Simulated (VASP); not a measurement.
Wanted: the native input for a VASP 6.6.1 run.

| Property | Result |
| --- | --- |
| Task | relaxation of cell and atoms |
| Functional | PBE |
| Potentials or basis | VASP PAW PBE potentials, release 54 (Zn, S) |
| Cutoff | 580 eV |
| k mesh | 8 × 8 × 5 |
| Occupations | fermi-dirac, width 0.05 eV |
| Spin | no spin polarisation |
| Further INCAR settings | ALGO = Fast; EDIFF = 1e-07; IBRION = 2; EDIFFG = -0.01; NSW = 40; ISIF = 3 |

The structure of ZnS (Wurtzite-2H) lies in POSCAR:

```
ZnS
1.0
    3.8110000000      0.0000000000      0.0000000000
   -1.9055000000      3.3004228138      0.0000000000
    0.0000000000      0.0000000000      6.2340000000
Zn S
2 2
Direct
    0.6666666667      0.3333333333      0.5000000000
    0.3333333333      0.6666666667      0.0000000000
    0.6666666667      0.3333333333      0.8850000000
    0.3333333333      0.6666666667      0.3850000000
```

One way to write it, as run:

INCAR

```
SYSTEM = ZnS
PREC = Accurate
ENCUT = 580
EDIFF = 1E-7
ISMEAR = -1
SIGMA = 0.05
LREAL = .FALSE.
LASPH = .TRUE.
NELM = 80
ALGO = Fast
ISIF = 3
LWAVE = .FALSE.
LCHARG = .FALSE.
GGA = PE
IBRION = 2
NSW = 40
EDIFFG = -0.01
```

KPOINTS

```
regular mesh
0
G
  8 8 5
  0 0 0
```

Potentials or basis: VASP PAW PBE potentials, release 54 (Zn, S).

Run with:

```console
$ cat potpaw_PBE.54/Zn/POTCAR potpaw_PBE.54/S/POTCAR > POTCAR
$ mpirun -np 1 vasp_std > vasp.out
```

Results of the run:

```json
{
 "Relaxed volume": "20.24 Å³/atom",
 "Relaxed cell": "a = 3.849 Å, b = 3.849 Å, c = 6.312 Å, α = 90.00°, β = 90.00°, γ = 120.00°",
 "Space group after relaxing (to 0.05 Å)": "P6_3mc (No. 186)",
 "Energy gained by relaxing": "9.8 meV/atom",
 "Ionic steps": "9",
 "Pressure after relaxing": "0.0 GPa",
 "Largest force after relaxing": "0.003 eV/Å",
 "Band gap on the k mesh": "2.07 eV, direct"
}
```

Run time: 4 min on 1 thread of Intel(R) Xeon(R) 6975P-C (Granite Rapids), on a shared host, peak memory 0.23 GiB.
